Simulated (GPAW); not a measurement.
Runs of GPAW 26.7.0 on Sb. Symmetry: P2_1/m, No. 11, monoclinic system. The conventional cell has a = 4.528 Å, b = 4.421 Å, c = 6.500 Å, α = 90.00°, β = 101.72°, γ = 90.00°. Around Sb (site symmetry m) lie 3 Sb at 2.92 to 2.98 Å. Sb (site symmetry m) has 3 Sb at 2.92 to 2.98 Å as nearest neighbours. This isn't the form of Sb at room conditions, which is rhombohedral.

```csv
task,level,potentials or basis,k mesh,cutoff (eV),maxiter,band path,band points,convergence,gap on the mesh (eV),pressure (GPa),largest force (eV/Å)
band structure,PBEsol,"PAW data sets generated in the run's folder for this functional, pw",4 × 4 × 3,600,150,"GYHCEM1AXH1,MDZ,YD",80,-,-,-2.7,(a)
band structure,r2SCAN,"GPAW PAW data sets (gpaw-data 1.2.1), pw",4 × 4 × 3,600,150,"GYHCEM1AXH1,MDZ,YD",80,-,-,(b),0.37
single point,LDA,"the program's PAW data sets (release 1.2.1) made for this functional, pw",4 × 4 × 3,450,120,-,-,default,none,-5.4,0.23
single point,PBEsol,"PAW data sets generated in the run's folder for this functional, pw",6 × 6 × 4,600,150,-,-,-,none,-2.6,(c)
band structure,LDA,"the program's PAW data sets (release 1.2.1) made for this functional, pw",4 × 4 × 3,600,150,"GYHCEM1AXH1,MDZ,YD",80,-,-,-3.8,0.23
```

Alike in all rows: no spin polarisation; cell as given; smearing fermi-dirac 0.05 eV.

Question: Estimate the missing entries.

Answer: (a) 0.12; (b) -0.9; (c) 0.17.

Caveats: the PAW data sets were made with another functional, which shifts forces and pressure a little (some runs); the cutoff is short for stress and forces, so pressures can be off by a GPa or more (some runs).

A k mesh can miss the band edges, and the runs leave out spin-orbit coupling on Sb.

A gap of «none» marks a metal or a gap under the smearing width.

Not every run made on this cell is shown here.
